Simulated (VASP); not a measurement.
# InAs (Fm-3m) in VASP: notebook

Runs on InAs. Level: HSE06. Tasks: single point.

All numbers are computed with VASP 6.6.1; they aren't measurements. Logs are shortened: lines on timing, memory, paths and dates and some standing lists are left out, and cuts for length are marked.

### 1 The crystal as given

The structure is cubic, space group Fm-3m (No. 225). The conventional cell has a = 5.755 Å, b = 5.755 Å, c = 5.755 Å, α = 90.00°, β = 90.00°, γ = 90.00°. Around In (site symmetry m-3m) lie 6 As at 2.88 Å. Around As (site symmetry m-3m) lie 6 In at 2.88 Å.

Measurements of this composition are mostly on another form, of space group No. 216.

### 2 Single point, HSE06

POSCAR reads:

```
InAs
1.0
    0.0000000000      2.8773040000      2.8773040000
    2.8773040000      0.0000000000      2.8773040000
    2.8773040000      2.8773040000      0.0000000000
In As
1 1
Direct
    0.5000000000      0.5000000000      0.5000000000
    0.0000000000      0.0000000000      0.0000000000
```

INCAR.step1 reads:

```
SYSTEM = InAs
PREC = Accurate
ENCUT = 350
EDIFF = 1E-5
ISMEAR = 0
SIGMA = 0.01
LREAL = .False.
LASPH = .True.
NELM = 100
ALGO = Normal
ISIF = 2
LWAVE = .True.
NBANDS = 17
NKRED = 3
GGA = PE
```

INCAR.step2 reads:

```
SYSTEM = InAs
PREC = Accurate
ENCUT = 350
EDIFF = 1E-6
ISMEAR = 0
SIGMA = 0.01
LREAL = .False.
LASPH = .True.
NELM = 100
ALGO = Normal
ISIF = 2
LWAVE = .False.
LCHARG = .False.
GGA = PE
LHFCALC = .True.
HFSCREEN = 0.2
PRECFOCK = Fast
NBANDS = 17
NKRED = 3
ISTART = 1
```

KPOINTS reads:

```
Automatic mesh
0
Gamma
  6 6 6
  0 0 0
```

Potentials or basis: VASP PAW PBE potentials, release 64 (In_d, As).

Started as:

```bash
cat potpaw_PBE.64/In_d/POTCAR potpaw_PBE.64/As/POTCAR > POTCAR
cp INCAR.step1 INCAR
mpirun -np 1 vasp_std > vasp.out
cp INCAR.step2 INCAR
mpirun -np 1 vasp_std > vasp.out
```

OUTCAR:

```text
SYSTEM = InAs
   PREC = Accurate
   ENCUT = 350
   EDIFF = 1E-6
   ISMEAR = 0
   LREAL = .False.
   LASPH = .True.
   NELM = 100
   ISIF = 2
   GGA = PE
   LHFCALC = .True.
   HFSCREEN = 0.2
   PRECFOCK = Fast
   NKRED = 3
   ISTART = 1

 Found     16 irreducible k-points:

 Following reciprocal coordinates:
            Coordinates               Weight
  0.000000  0.000000  0.000000      1.000000
  0.166667  0.000000  0.000000      8.000000
  0.333333  0.000000  0.000000      8.000000
  0.500000  0.000000  0.000000      4.000000
  0.166667  0.166667  0.000000      6.000000
  0.333333  0.166667  0.000000     24.000000
   k-points           NKPTS =     16   k-points in BZ     NKDIM =    216   number of bands    NBANDS=     17
   number of dos      NEDOS =    301   number of ions     NIONS =      2
   total plane-waves  NPLWV =  21952
   dimension x,y,z NGX =    28 NGY =   28 NGZ =   28
   dimension x,y,z NGXF=    56 NGYF=   56 NGZF=   56
   ions per type =               1   1
   NGX,Y,Z   is equivalent  to a cutoff of  11.44, 11.44, 11.44 a.u.
   NGXF,Y,Z  is equivalent  to a cutoff of  22.88, 22.88, 22.88 a.u.
 SYSTEM =  InAs
   PREC   = accura    normal or accurate (medium, high low for compatibility)
   ISTART =      1    job   : 0-new  1-cont  2-samecut
   ICHARG =      0    charge: 1-file 2-atom 10-const
   ISPIN  =      1    spin polarized calculation?
   LNONCOLLINEAR =      F non collinear calculations
   LSORBIT =      F    spin-orbit coupling
   LASPH  =      T    aspherical Exc in radial PAW
   ENCUT  =  350.0 eV  25.72 Ry    5.07 a.u.   6.21  6.21  6.21*2*pi/ulx,y,z
   NELM   =    100;   NELMIN=  2; NELMDL=  0     # of ELM steps
   EDIFF  = 0.1E-05   stopping-criterion for ELM
   LREAL  =      F    real-space projection
   EDIFFG = 0.1E-04   stopping-criterion for IOM
   NSW    =      0    number of steps for IOM
   IBRION =     -1    ionic relax: 0-MD 1-quasi-New 2-CG
   NFREE  =      0    steps in history (QN), initial steepest desc. (CG)
   ISIF   =      2    stress and relaxation
   ISYM   =      3    0-nonsym 1-usesym 2-fastsym
   POTIM  = 0.5000    time-step for ionic-motion
   TEBEG  =    0.0;   TEEND  =   0.0 temperature during run
   PSTRESS=    0.0 pullay stress
   NELECT =      18.0000    total number of electrons
   NUPDOWN=      -1.0000    fix difference up-down
   EMIN   =  10.00;   EMAX   =-10.00  energy-range for DOS
   EFERMI =   0.00;   METHOD = LEGACY
   ISMEAR =     0;   SIGMA  =   0.01  broadening in eV -4-tet -1-fermi 0-gaus
   EFERMI_NEDOS =   21; number of points for ismear=-14 and -15
   IALGO  =     38    algorithm
   IMIX   =      1    mixing-type and parameters
     AMIX     =   0.40;   BMIX     =  1.00
     AMIX_MAG =   1.60;   BMIX_MAG =  1.00
  volume/ion in A,a.u.               =      23.82       160.75
  Fermi-wavevector in a.u.,A,eV,Ry     =   1.183505  2.236499 19.057448  1.400683
  Thomas-Fermi vector in A             =   2.319738
   LORBIT       =      0    0 simple, 1 ext, 2 COOP (PROOUT), +10 PAW based schemes
   GGA     = PE    functional components
   LHFCALC =     T    Hartree Fock is set to
   PRECFOCK=fast      Normal, Fast or Accurate (Low or Medium for compatibility)
   ENCUT4O =  -1.0   cutoff for four orbital integrals eV
   NKREDX  =     3    reduce k-point grid by
   NKREDY  =     3    reduce k-point grid by
   NKREDZ  =     3    reduce k-point grid by
   AEXX    =    0.2500 exact exchange contribution
   HFSCREEN=    0.2000 screening length (either q_TF or 0.3 A-1)
   HFSCREENC=   0.2000 screening length for correlation (either q_TF or 0.3 A-1)
   ENCUTFOCK=  -1.0 apply spherical cutoff to Coloumb kernel
   IVDW    =     0    specifies the selected vdW correction
   LEPSILON=     F    determine dielectric tensor
   LRPA    =     F    only Hartree local field effects (RPA)
 non-spin polarized calculation
 Gauss-broadening in eV      SIGMA  =   0.01
  energy-cutoff  :      350.00
  volume of cell :       47.64
 maximum number of plane-waves:       725
 NGX is ok and might be reduce to    28
  NGX = 14; NGY = 14; NGZ = 14

 number of electron      18.0000007 magnetization

 Free energy of the ion-electron system (eV)
  ---------------------------------------------------
  ext. energy  EPLUGINS =         0.00000000
  ---------------------------------------------------
  free energy    TOTEN  =        -9.02446454 eV

  energy without entropy =       -9.02429809  energy(sigma->0) =       -9.02438131

 E-fermi :   5.7159     XC(G=0):  -8.3743

 val. band max:        5.5647376934   @ k =   0.0000   0.0000   0.0000
 cond. band min:       5.7206349265   @ k =   0.3333   0.0000   0.0000
 fundamental gap:      0.1558972331
 Fermi energy:         5.7158655637

 k-point     1 :       0.0000    0.0000    0.0000
  band No.  band energies     occupation
      1     -10.5406      2.00000
      2     -10.5398      2.00000
      3     -10.5383      2.00000
      4     -10.5379      2.00000
      5     -10.5377      2.00000
      6      -7.6037      2.00000
      7       5.1463      2.00000
      8       5.5610      2.00000
      9       5.5627      2.00000
     10       5.5647      2.00000
     11      13.6797      0.00000
     12      13.6806      0.00000
     13      13.6815      0.00000
     14      14.2184      0.00000
     15      14.2188      0.00000
     16      14.2193      0.00000
     17      15.2989      0.00000

 k-point     2 :       0.1667    0.0000    0.0000
  band No.  band energies     occupation
      1     -10.5898      2.00000
      2     -10.5859      2.00000
      3     -10.5454      2.00000
      4     -10.5337      2.00000
      5     -10.5335      2.00000
      6      -7.5450      2.00000
      7       2.2581      2.00000
      8       5.1698      2.00000
      9       5.2166      2.00000
     10       7.9262      0.00000
     11      12.0613      0.00000
     12      12.1401      0.00000
     13      12.1526      0.00000
     14      13.9553      0.00000
     15      14.3590      0.00000
     16      14.3691      0.00000
     17      17.7923      0.00000

 k-point     3 :       0.3333    0.0000    0.0000
  band No.  band energies     occupation
      1     -10.6178      2.00000
      2     -10.6143      2.00000
      3     -10.5475      2.00000
      4     -10.5074      2.00000
      5     -10.5072      2.00000
      6      -6.6912      2.00000
      7      -0.3397      2.00000
      8       5.7206      0.50000
      9       5.8877      0.00000
     10       8.5602      0.00000
     11      10.2324      0.00000
     12      10.2359      0.00000
     13      11.1218      0.00000
     14      15.0361      0.00000
     15      16.1806      0.00000
     16      16.1822      0.00000
     17      21.6743      0.00000

 k-point     4 :       0.5000    0.0000    0.0000
  band No.  band energies     occupation
      1     -10.5962      2.00000
      2     -10.5957      2.00000
      3     -10.5426      2.00000
      4     -10.4827      2.00000
      5     -10.4824      2.00000
      6      -5.6884      2.00000
      7      -1.4458      2.00000
      8       6.3819      0.00000
      9       6.3834      0.00000
     10       8.4711      0.00000
     11       9.6138      0.00000
     12       9.6159      0.00000
     13      10.9903      0.00000
     14      17.3090      0.00000
     15      18.5534      0.00000
     16      18.5545      0.00000
     17      19.5832      0.00000

 k-point     5 :       0.1667    0.1667    0.0000
  band No.  band energies     occupation
      1     -10.6056      2.00000
      2     -10.5791      2.00000
      3     -10.5399      2.00000
      4     -10.5256      2.00000
      5     -10.5253      2.00000
      6      -7.4160      2.00000
      7       2.5309      2.00000
      8       4.3727      2.00000
      9       4.3749      2.00000
     10       8.6800      0.00000
     11      10.5502      0.00000
     12      11.8902      0.00000
     13      13.5018      0.00000
     14      13.5025      0.00000
     15      16.2094      0.00000
     16      16.2103      0.00000
     17      16.9654      0.00000

 k-point     6 :       0.3333    0.1667    0.0000
  band No.  band energies     occupation
      1     -10.6457      2.00000
      2     -10.5644      2.00000
      3     -10.5431      2.00000
      4     -10.5035      2.00000
      5     -10.4950      2.00000
      6      -6.5965      2.00000
      7       0.7547      2.00000
      8       4.3445      2.00000
      9       4.4187      2.00000
     10       7.6123      0.00000
     11      10.9439      0.00000
     12      12.0911      0.00000
     13      12.6410      0.00000
     14      13.9122      0.00000
     15      17.0416      0.00000
     16      17.4084      0.00000
     17      20.0358      0.00000

 [... further k-points ...]

------------------------ aborting loop because EDIFF is reached ----------------------------------------

  FORCE on cell =-STRESS in cart. coord.  units (eV):
  Direction    XX          YY          ZZ          XY          YZ          ZX
  --------------------------------------------------------------------------------------
  -------------------------------------------------------------------------------------
  Total       -1.1316727     -1.1316727     -1.1316727     -0.0000000      0.0000000     -0.0000000
  in kB      -38.0578444    -38.0578444    -38.0578444     -0.0000000      0.0000000     -0.0000000
  external PRESSURE =     -38.0578444 kB  Pullay stress =       0.0000000 kB

 VOLUME and BASIS-vectors are now :
 -----------------------------------------------------------------------------
  energy-cutoff  :      350.00
  volume of cell :       47.64
      direct lattice vectors                 reciprocal lattice vectors
     0.000000000  2.877304000  2.877304000    -0.173773783  0.173773783  0.173773783
     2.877304000  0.000000000  2.877304000     0.173773783 -0.173773783  0.173773783
     2.877304000  2.877304000  0.000000000     0.173773783  0.173773783 -0.173773783

 POSITION                                       TOTAL-FORCE (eV/Angst)
 -----------------------------------------------------------------------------------
      2.87730      2.87730      2.87730         0.000000      0.000000      0.000000
      0.00000      0.00000      0.00000        -0.000000     -0.000000     -0.000000
 -----------------------------------------------------------------------------------
    total drift:                                0.000000      0.000000      0.000000

  FREE ENERGIE OF THE ION-ELECTRON SYSTEM (eV)
  ---------------------------------------------------
  free  energy   TOTEN  =        -9.0244645374 eV

  energy  without entropy=       -9.0242980915  energy(sigma->0) =       -9.02438131
```

Run time: 2.7 min. Hardware: 1 thread of Intel Xeon 6975P-C (Granite Rapids), shared host; peak memory 0.26 GiB.

These settings aren't checked as converged: the numbers below hold their error.

Results:

```yaml
Free_energy: -9.0245 eV
Pressure: -3.8 GPa
Band_gap_on_the_k_mesh: none (metal or under the smearing width)
```

Caveat: the PAW data sets were made with another functional, which shifts forces and pressure a little.

### 3 Single point, HSE06

POSCAR is that of step 2.

INCAR.step1: that of step 2 with these lines changed.

```diff
@@ -2,3 +2,3 @@
 PREC = Accurate
-ENCUT = 350
+ENCUT = 500
 EDIFF = 1E-5
@@ -13,3 +13,3 @@
 NBANDS = 17
-NKRED = 3
+NKRED = 1
 GGA = PE
```

INCAR.step2: that of step 2 with these lines changed.

```diff
@@ -2,3 +2,3 @@
 PREC = Accurate
-ENCUT = 350
+ENCUT = 500
 EDIFF = 1E-6
@@ -18,3 +18,3 @@
 NBANDS = 17
-NKRED = 3
+NKRED = 1
 ISTART = 1
```

KPOINTS is that of step 2.

Potentials or basis: VASP PAW PBE potentials, release 64 (In_d, As).

Started as:

```bash
cat potpaw_PBE.64/In_d/POTCAR potpaw_PBE.64/As/POTCAR > POTCAR
cp INCAR.step1 INCAR
mpirun -np 1 vasp_std > vasp.out
cp INCAR.step2 INCAR
mpirun -np 1 vasp_std > vasp.out
```

Wall time 12 min (1 thread of Intel Xeon 6975P-C (Granite Rapids), shared host); peak memory 0.29 GiB.

The run converged, but some of its settings lie outside the range that counts as converged, so its numbers aren't taken as properties of the crystal.

Results:

| Item | Value |
| --- | --- |
| Free energy | -8.6914 eV |
| Pressure | -2.6 GPa |
| Band gap on the k mesh | none (metal or under the smearing width) |

Caveat: the PAW data sets were made with another functional, which shifts forces and pressure a little.

### 4 For comparison

An earlier run on the cell as given: functional PBE; potentials or basis VASP PAW PBE potentials, release 64 (In_d, As); cutoff 520 eV; k mesh 8 × 8 × 8; occupations fermi-dirac, width 0.05 eV; no spin polarisation.

- Pressure: 0.0 GPa
- Band gap on the k mesh: none (metal or under the smearing width)
